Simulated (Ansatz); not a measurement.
# PtSe₂: experiment and calculation

**What was measured.**

“Precise Layer-Dependent Electronic Structure of MBE-Grown PtSe2”, 2021, arxiv:2105.03334 quotes, for a bulk crystal of PtSe2: lattice constant a 3.727 Å.

A printed reference work, data compilation reports, for a bulk crystal of PtSe2: lattice constant c 5.0813 Å.

How close the calculation comes is told below.

These are results of DFT r2SCAN, scalar-relativistic, plane waves, PAW in Ansatz, not measurements.

Cutoff 500 eV; k points 12×12×6 on the computed 3-atom cell (Γ-centred); Gaussian smearing, width 0.02 eV; no spin polarisation.

Relaxed structure, symmetry kept:

```yaml
crystal:
  lattice:
    - [3.71777, 0.00000, 0.00000]
    - [-1.85888, 3.21968, 0.00000]
    - [0.00000, 0.00000, 5.81562]
  atoms:
    - { symbol: Pt, position: [0.00000, 0.00000, 0.00000] }
    - { symbol: Se, position: [0.33333, 0.66667, 0.22541] }
    - { symbol: Se, position: [0.66667, 0.33333, 0.77459] }
```

```
Space group                                                                                                                                 : P-3m1 (No. 164)
Volume per atom                                                                                                                             : 23.20 Å³
Formation energy from the elements' standard states (uncorrected)                                                                           : -0.457 eV/atom
Generalised Kohn–Sham band gap                                                                                                              : 0.54 eV, indirect from (-0.117, 0.000, 0.052) to (0.000, 0.267, 0.315)
Löwdin character of the top 1 eV of the valence band                                                                                        : Se 4p 82 %, Pt 5d 15 %
Löwdin character of the lowest 1 eV of the conduction band                                                                                  : Se 4p 61 %, Pt 5d 32 %
Electron masses at the edge by Cartesian direction of the standard setting (m_e; degenerate bands sorted by energy; no spin-orbit coupling) : x: 0.35; y: 0.17; z: 0.26
Hole masses at the edge by Cartesian direction of the standard setting (m_e; degenerate bands sorted by energy; no spin-orbit coupling)     : x: 0.77; y: 1.6; z: 0.59
Bader charges (e)                                                                                                                           : Pt (1 in the cell) 0.18, Se (2 in the cell) -0.09
```

Spin-orbit coupling is left out, which matters for the bands of heavy elements. Each cell of PtSe2 holds layers, and where no dispersion correction was added their binding is poorly described.

Against the measured lattice constant a of PtSe2, 3.727 Å (quoted in the paper above), the calculated 3.718 Å is off by -0.2 %. Against the measured lattice constant c of PtSe2, 5.0813 Å (a printed reference work, data compilation), the calculated 5.816 Å is off by +14.5 %. So large a difference can come from the functional (as between layers that it hardly binds), but also from another choice of axes, another phase or a misread value. The calculation is for 0 K without zero-point motion.

Cost: 8 runs of about 10 core-minutes in all, on Arm Neoverse V2 (shared hosts).